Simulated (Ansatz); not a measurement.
SiO2 built on the rutile prototype was relaxed with 4 functionals in the plane-wave code Ansatz, cell and atoms free, the symmetry of the start kept (meshes: PBE 6×6×8, r2SCAN 6×6×8, PBEsol 6×6×8, LDA 6×6×8). Calculated for a static, non-magnetic cell.

The PBE result:
```cif
data_structure
_symmetry_space_group_name_H-M 'P4_2/mnm'
_symmetry_Int_Tables_number 136
_cell_length_a 4.2357
_cell_length_b 4.2357
_cell_length_c 2.6906
_cell_angle_alpha 90.000
_cell_angle_beta 90.000
_cell_angle_gamma 90.000
_cell_volume 48.27
loop_
_atom_site_label
_atom_site_type_symbol
_atom_site_symmetry_multiplicity
_atom_site_Wyckoff_symbol
_atom_site_fract_x
_atom_site_fract_y
_atom_site_fract_z
_atom_site_occupancy
Si1 Si 2 a 0.00000 0.00000 0.00000 1
O1 O 4 f 0.30697 0.30697 0.00000 1
```

It is tetragonal, P4_2/mnm (No. 136); a = 4.236 Å, c = 2.691 Å in the conventional setting, 8.05 Å³ an atom. Around Si lie 6 O at 1.77–1.84 Å; around O lie 3 Si at 1.77–1.84 Å.

(1) Order the functionals by the relaxed volume, smallest first.
A. PBEsol
B. PBE
C. LDA
D. r2SCAN

(2) How does the cell change with r2SCAN?

(3) How does the cell change with PBEsol?

(4) Held at the r2SCAN cell, what mean stress do LDA and PBE find, and does its sign point to their own minimum?

(5) How do the relaxed cells compare with measured ones?

## Answers

(1) C (7.66 Å³/atom), D (7.79 Å³/atom), A (7.85 Å³/atom), B (8.05 Å³/atom).

(2) a = 4.185 Å, c = 2.669 Å; the volume differs by -3.2 % from PBE's. Si has 6 O at 1.76–1.81 Å; O has 3 Si at 1.76–1.81 Å.

(3) a = 4.195 Å, c = 2.678 Å; the volume differs by -2.4 % from PBE's. Around Si lie 6 O at 1.77–1.82 Å; around O lie 3 Si at 1.77–1.82 Å.

(4) Yes. LDA -5.15 GPa, and its relaxed volume is -1.7 % from r2SCAN's; PBE +9.59 GPa, and its relaxed volume is +3.3 % from r2SCAN's. Compression counts positive, so a positive stress asks for a larger cell.

(5)
Comparison with experiment:
- Lattice constant c, measured 2.6659 Å: PBE 2.691 (+0.9 %), r2SCAN 2.669 (+0.1 %), PBEsol 2.678 (+0.5 %), LDA 2.661 (-0.2 %). Source: 2.6659 ± 0.0003 Å (c of recovered stishovite; 300 K; synchrotron powder XRD; powder; recovered from laser-heated SiC + water at 42 GPa; mixed-phase sample, stishovite may hold some water; “Oxidation of the Interiors of Carbide Exoplanets”, 2020, arxiv:2005.03175).
The calculated lattice is static; the measured one holds thermal expansion and zero-point motion. Reports marked as nanostructured, strained, doped, implanted or mixed samples, and transport gaps, were set aside.
